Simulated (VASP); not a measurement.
Input of a VASP 6.6.1 run:

INCAR

```
SYSTEM = Bi
ALGO = Normal
EDIFF = 1E-6
ENCUT = 520
GGA = PE
ISIF = 2
ISMEAR = -1
LASPH = .True.
LCHARG = .False.
LREAL = .False.
LWAVE = .False.
NBANDS = 22
NELM = 100
PREC = Accurate
SIGMA = 0.05
```

KPOINTS

```
k-points
0
Gamma
  5 5 7
  0 0 0
```

Contents of POSCAR:

```
Bi
1.0
    3.4885980000     -3.1325780000      0.0000000000
    3.4885980000      3.1325780000      0.0000000000
   -1.2602350000      0.0000000000      3.1135500000
Bi
2
Direct
    0.2445355187      0.2445355187      0.1454365596
    0.7554644813      0.7554644813      1.8545634404
```

Potentials or basis: VASP PAW PBE potentials, release 64 (Bi_d).

The run is started by

```sh
$ cat potpaw_PBE.64/Bi_d/POTCAR > POTCAR
$ mpirun -np 1 vasp_std > vasp.out
```

What does it give for the band gap on the k mesh?

None (metal or under the smearing width).

What does it give for the largest force?

0.004 eV/Å.

Estimate the pressure.

0.1 GPa.

Stress tensor (GPa, compression positive):
```
 0.19  0.00  0.53
 0.00  0.27  0.00
 0.53  0.00 -0.03
```

Caveat: spin-orbit coupling is left out, which moves the levels of the heavy elements.
